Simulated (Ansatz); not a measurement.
# B: what a guessed cell relaxes into, part 2 of 2

The task: take a trial cell of B to zero force and stress.

Ansatz 0.2.0; DFT PBE, scalar-relativistic, plane waves, PAW. The steps go on from the part before.

### Step 4. Relaxation on the finer mesh

The end of the coarse run is made exact in the group found at a tolerance of 0.06 Å and reduced to its primitive cell.

File input.yaml:

```yaml
crystal:
  lattice:
    - [0.0, 4.287279538, 4.287279538]
    - [4.287279538, 0.0, 4.287279538]
    - [4.287279538, 4.287279538, 0.0]
  atoms:
    - { symbol: B, position: [0.2890129168, 0.5703290277, 0.5703290277] }
    - { symbol: B, position: [0.6796709723, 0.6796709723, 0.6796709723] }
    - { symbol: B, position: [0.6796709723, 0.6796709723, 0.9609870832] }
    - { symbol: B, position: [0.6796709723, 0.9609870832, 0.6796709723] }
    - { symbol: B, position: [0.5703290277, 0.2890129168, 0.5703290277] }
    - { symbol: B, position: [0.5703290277, 0.5703290277, 0.5703290277] }
    - { symbol: B, position: [0.5703290277, 0.5703290277, 0.2890129168] }
    - { symbol: B, position: [0.9609870832, 0.6796709723, 0.6796709723] }
basis:
  ecutwfc: 420
kpoints:
  mp_grid: { grid: [8, 8, 8] }
hamiltonian:
  xc: pbe
scf:
  occupations: { method: gaussian, width: 0.1 }
output:
  forces: true
  stress: true
  eigenvalues: true
relax:
  adjacent_minimum: "off"
  f_tol: 0.01
  max_steps: 80
  cell: { stress_tol: 0.05 }
```

On the command line:

```sh
$ ansatz run input.yaml --threads 1 --pin off --max-ram 2560MiB --backend cpu --events-out ev --progress --plain --runs-dir out
```

Log, shortened:

```text
Warning: RAYON_NUM_THREADS=1 ignored (pool sized by the plan → 1); use --threads N
[...]
Pseudopotentials: kind: paw
Pseudopotential: B, paw, valence charge 3, recommended cutoff 420 eV (normal), B.paw.azcp
Functional definition: PBE
[...]
Crystal: 8 atoms, lattice volume = 157.607 Å³
Basis set: ecut = 420 eV, 3119 PW (Γ), exchange–correlation on 90×90×90 points (8 copies of the dense FFT grid, shifted against one another)
Bands: 20, of which v1, the nominal top of the filled ones, is band 12 counted from 1 (11 counted from 0)
Symmetry: 48 space group operations
Space group: Fd-3m (ITA 227), of the structure as read, at distance tolerance 5.4e-5 Å
k-points: 29 of 512
[...]
SCF iter   1: F=—  HF=-1240.377207 eV  |F-HF|=—  |Δ(HF+E_count)|=         —  Δρ=7.31e-3  dr2=7.01e-2  ethr=1.77e-3  ⟨swp⟩=7.6  Hψ=3683  notcnv=0  defer=6
[...]
  F+E_penalty+E_count = -1240.37319388 eV   max|allowed force component| = 1.249e-3 eV/Å   (the final SCF, on the basis selected at the relaxed cell)
  cell:  # Å, volume = 157.5121 Å³
    - [-5.09537203289559e-35, 4.286419092272379, 4.286419092272379]
    - [4.286419092272379, -3.821529024671693e-35, 4.286419092272379]
    - [4.286419092272379, 4.286419092272379, -1.2738430082238976e-35]
  atoms:
    - { symbol: B, position: [0.2889916007088338, 0.5703361330970552, 0.5703361330970553] }
    - { symbol: B, position: [0.6796638669029446, 0.6796638669029446, 0.6796638669029446] }
    - { symbol: B, position: [0.6796638669029446, 0.6796638669029446, 0.9610083992911661] }
    - { symbol: B, position: [0.6796638669029446, 0.9610083992911661, 0.6796638669029447] }
    - { symbol: B, position: [0.5703361330970552, 0.2889916007088338, 0.5703361330970553] }
    - { symbol: B, position: [0.5703361330970552, 0.5703361330970552, 0.5703361330970552] }
    - { symbol: B, position: [0.5703361330970552, 0.5703361330970552, 0.2889916007088338] }
    - { symbol: B, position: [0.9610083992911661, 0.6796638669029446, 0.6796638669029447] }
```

Wall time 50 s (1 thread of Intel Xeon at 2.50GHz (Skylake/Cascade Lake), shared host); peak memory 0.45 GiB.

Step by step:

| step | energy from step 1 (eV/cell) | largest force component (eV/Å) | pressure (GPa) | volume (Å³) |
| --- | --- | --- | --- | --- |
| 1 | 0.0000 | 0.0040 | -0.07 | 157.61 |
| 2 | -0.0001 | 0.0012 | -0.03 | 157.51 |
| 3 | 0.0000 | 0.0012 | -0.03 | 157.51 |

Step 1 is the start. Step 3 repeats the geometry before it on a plane-wave basis chosen anew for that cell, so its energy need not be comparable with the rows above.

Lengths and angles in the start's conventional setting:

|  | before | after | change |
| --- | --- | --- | --- |
| a (Å) | 8.575 | 8.573 | 0.0 % |
| b (Å) | 8.575 | 8.573 | 0.0 % |
| c (Å) | 8.575 | 8.573 | 0.0 % |
| volume (Å³/atom) | 19.70 | 19.69 | -0.1 % |
| shortest distance (Å) | 1.624 | 1.623 | 0.0 % |
| space group (0.01 Å) | Fd-3m | Fd-3m | same |

The run keeps the 48 symmetry operations of the start, so it could not have lowered the symmetry.

### Step 5. Results

The summary covers parts 1 to 2. Changes of volume or cell count from the first structure of part 1.

| quantity | value |
| --- | --- |
| symmetry at the end (tolerance 0.05 Å) | space group Fd-3m (No. 227) |
| conventional cell | a = 8.573 Å, b = 8.573 Å, c = 8.573 Å, α = 90.00°, β = 90.00°, γ = 90.00° |
| volume | 19.69 Å³/atom |
| energy over the standard state | +0.87 eV/atom |
| gap on the mesh | none (metal) |

In words: The space group Fd-3m (No. 227) is kept, and the volume per atom shrinks by 9.8 % from the first guess. It lies above the element's standard state, so it is metastable at best. No finished test with a distortion of lower symmetry is shown, so the end may be a saddle point.
